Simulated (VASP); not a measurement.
# Settings for BeTe: energy difference of two geometries

BeTe, F-43m (no. 216), 2 atoms in the cell. R2SCAN, energy difference of two geometries; PAW potentials Te, Be (PBE set). VASP 6.6.1.

Wanted: energy difference within 2.5 meV/atom.

What the run is for: energy difference; Accuracy asked: screening; Second geometry: last atom moved by 0.08 A along z, cell strained by -1.0% along z.

The series start from Plane-wave cutoff (eV): 320; k-point mesh: 7 × 7 × 7; Precision mode (PREC): Accurate; Electronic threshold (eV): 1e-6; Aspherical gradient terms in the spheres (LASPH): yes; Electronic algorithm: ALGO=Normal. Each series keeps the choices made before it, and each single choice may use up half of a tolerance. Times cover all steps of a run.

## Plane-wave cutoff (eV)

| Plane-wave cutoff (eV) | Energy difference (meV/atom) | Time (s) |
|---|---|---|
| 200 | 19.1 | 22 |
| 250 | 19.1 | 24 |
| 290 | 19.1 | 27 |
| 320 | 19.1 | 28 |
| 380 | 19.1 | 43 |
| 440 | 19.1 | 44 |
| 520 | 19.1 | 49 |
| 650 (reference) | 19.1 | 72 |

Chosen: 200, the loosest value from which every tighter one stays within half of the tolerance.

## k-point mesh

| k-point mesh | Energy difference (meV/atom) | Time (s) |
|---|---|---|
| 2 × 2 × 2 | 31.3 | 9.2 |
| 3 × 3 × 3 | 21.9 | 14 |
| 4 × 4 × 4 | 20.0 | 15 |
| 5 × 5 × 5 | 19.6 | 16 |
| 6 × 6 × 6 | 19.3 | 15 |
| 7 × 7 × 7 | 19.1 | 22 |
| 9 × 9 × 9 | 19.2 | 35 |
| 11 × 11 × 11 | 19.1 | 54 |
| 14 × 14 × 14 (reference) | 19.2 | 88 |

Chosen: 4 × 4 × 4.

## Precision mode (PREC)

| Precision mode (PREC) | Energy difference (meV/atom) | Time (s) |
|---|---|---|
| SingleN | 21.2 | 9.6 |
| Normal | 20.2 | 12 |
| Single | 20.5 | 14 |
| Accurate (reference) | 20.0 | 15 |

Chosen: SingleN.

## Electronic threshold (eV)

| Electronic threshold (eV) | Energy difference (meV/atom) | Time (s) |
|---|---|---|
| 0.001 | 21.0 | 6.0 |
| 0.0001 | 21.2 | 6.9 |
| 1e-5 | 21.2 | 7.9 |
| 1e-6 | 21.2 | 9.6 |
| 1e-7 (reference) | 21.2 | 12 |

Chosen: 0.001.

## Aspherical gradient terms in the spheres (LASPH)

| Aspherical gradient terms in the spheres (LASPH) | Energy difference (meV/atom) | Time (s) |
|---|---|---|
| no | 21.3 | 2.3 |
| yes (reference) | 21.0 | 6.0 |

Chosen: no.

## Electronic algorithm

| Electronic algorithm | Energy difference (meV/atom) | Time (s) |
|---|---|---|
| ALGO=Normal | 21.3 | 2.3 |
| ALGO=Fast | 21.1 | 2.7 |
| ALGO=VeryFast | 21.3 | 3.4 |
| ALGO=All ISEARCH=1 | 21.2 | 2.2 |
| ALGO=All ISEARCH=0 | 21.2 | 2.2 |
| ALGO=Damped TIME=0.4 | 21.2 | 2.2 |
| ALGO=Damped TIME=0.1 | 21.3 | 2.5 |

Chosen: ALGO=Normal; no other choice that stays within half of the tolerance saves 30 % of the time.

## All choices together

| Input | Energy difference (meV/atom) | Time (s) |
|---|---|---|
| the program's defaults (naive) | 19.8 | 2.7 |
| chosen settings | 21.3 | 2.3 |
| reference settings throughout | 19.1 | 484 |

The tolerance is met.

## The input

INCAR:
```
SYSTEM = BeTe
METAGGA = R2SCAN
ISMEAR = 0
SIGMA = 0.03
LWAVE = .FALSE.
LCHARG = .FALSE.
ISIF = 2
PREC = SingleN
LASPH = .FALSE.
LREAL = .FALSE.
ALGO = Normal
EDIFF = 0.001
NELM = 120
GGA_COMPAT = .FALSE.
ENCUT = 200
EFERMI = MIDGAP
LMIXTAU = .TRUE.
KPAR = 2
```

KPOINTS:
```
Automatic mesh
0
Gamma
  4 4 4
  0 0 0
```

POSCAR.step1:
```
BeTe
1.0
    0.0000000000      2.7700000000      2.7700000000
    2.7700000000      0.0000000000      2.7700000000
    2.7700000000      2.7700000000      0.0000000000
Te Be
1 1
Direct
    0.7500000000      0.7500000000      0.7500000000
    0.0000000000      0.0000000000      0.0000000000
```

POSCAR.step2:
```
BeTe
1.0
    0.0000000000      2.7700000000      2.7423000000
    2.7700000000      0.0000000000      2.7423000000
    2.7700000000      2.7700000000      0.0000000000
Te Be
1 1
Direct
    0.7500000000      0.7500000000      0.7500000000
    0.0144404300      0.0144404300     -0.0144404300
```

Commands (each step's output is kept before the next begins):
```
cat potpaw_PBE.64/Te/POTCAR potpaw_PBE.64/Be/POTCAR > POTCAR
cp POSCAR.step1 POSCAR
mpirun -np 2 vasp_std > vasp.out
cp POSCAR.step2 POSCAR
mpirun -np 2 vasp_std > vasp.out
```

The naive input happens to agree within the tolerance here, in 2.7 s.

The chosen input took VASP 6.6.1 2.3 s on 2 cores (AMD EPYC 9R45 (Zen 5)), a shared host.

## An input that fails: too few electronic steps

The electronic loop stops at its limit of 7 steps.

Changes against the starting input:
```
- NELM = 120
+ NELM = 7
```
